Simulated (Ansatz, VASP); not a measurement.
Given: the input of a run of VASP 6.6.1 on Os (Osmium). 

The input INCAR:

```
SYSTEM = Os
ALGO     = Fast           ! electronic algorithm
EDIFF    = 1E-6           ! SCF threshold, eV
EDIFFG   = -0.01          ! ionic threshold
ENCUT    = 600            ! plane-wave cutoff, eV
GGA      = RP             ! functional
IBRION   = 2              ! ionic algorithm
ISIF     = 3              ! what is computed and relaxed
ISMEAR   = -1             ! smearing method
IVDW     = 13             ! dispersion correction
LASPH    = .True.         ! aspherical terms in the spheres
LCHARG   = .False.        ! write CHGCAR
LREAL    = .False.        ! projectors in reciprocal space
LWAVE    = .False.        ! write WAVECAR
NELM     = 60             ! most SCF steps
NSW      = 40             ! ionic steps
PREC     = Accurate       ! precision mode
SIGMA    = 0.05           ! smearing width, eV
```

KPOINTS

```
k-points
0
Gamma
  11 11 6
  0 0 0
```

File POSCAR:

```
Os
1.0
    2.7341000000      0.0000000000      0.0000000000
   -1.3670500000      2.3678000565      0.0000000000
    0.0000000000      0.0000000000      4.3197000000
Os
2
Direct
    0.6666666667      0.3333333333      0.7500000000
    0.3333333333      0.6666666667      0.2500000000
```

Potentials or basis: VASP PAW PBE potentials, release 64 (Os).

The run is started by

```console
$ cat potpaw_PBE.64/Os/POTCAR > POTCAR
$ mpirun -np 1 vasp_std > vasp.out
```

Translate it to Ansatz 0.2.0. Potentials or basis there: all-electron LAPW, scalar-relativistic.

As run (cutoffs and basis follow the program's own potentials, and thresholds, step limits or extra output files can differ):

The input input.yaml:

```yaml
crystal:
  lattice:
    - [2.7341, 0.0, 0.0]
    - [-1.36705, 2.3678000565, 0.0]
    - [0.0, 0.0, 4.3197]
  atoms:
    - { symbol: Os, position: [0.6666666667, 0.3333333333, 0.75] }
    - { symbol: Os, position: [0.3333333333, 0.6666666667, 0.25] }
kpoints:
  mp_grid: { grid: [11, 11, 6] }
scf:
  occupations: { method: fermi_dirac, width: 0.05 }
hamiltonian:
  xc: rpbe
  dispersion: d4
  pseudopotentials: { kind: all_electron, lapw: { basis_error: 0.001 } }
output:
  forces: true
  stress: true
relax:
  f_tol: 0.01
  max_steps: 60
  cell: {}
```

Potentials or basis: all-electron LAPW, scalar-relativistic.

Run with:

```bash
$ ansatz run input.yaml --threads 1 --pin off --max-ram 3072MiB --backend cpu --events-out ev --progress --plain --runs-dir out
```

Both were run:

|  | VASP | Ansatz |
| --- | --- | --- |
| Relaxed volume | 13.95 Å³/atom | 13.95 Å³/atom |
| Relaxed cell | a = 2.732 Å, b = 2.732 Å, c = 4.319 Å, α = 90.00°, β = 90.00°, γ = 120.00° | a = 2.731 Å, b = 2.731 Å, c = 4.320 Å, α = 90.00°, β = 90.00°, γ = 120.00° |
| Space group after relaxing | P6_3/mmc (No. 194) | P6_3/mmc (No. 194) |
| Pressure after relaxing | 0.0 GPa | 0.0 GPa |

VASP's potentials were made for PBE.

Where Ansatz's input types no cutoff or centring, it takes its own default and a Γ-centred mesh.

Pressure is positive in compression.
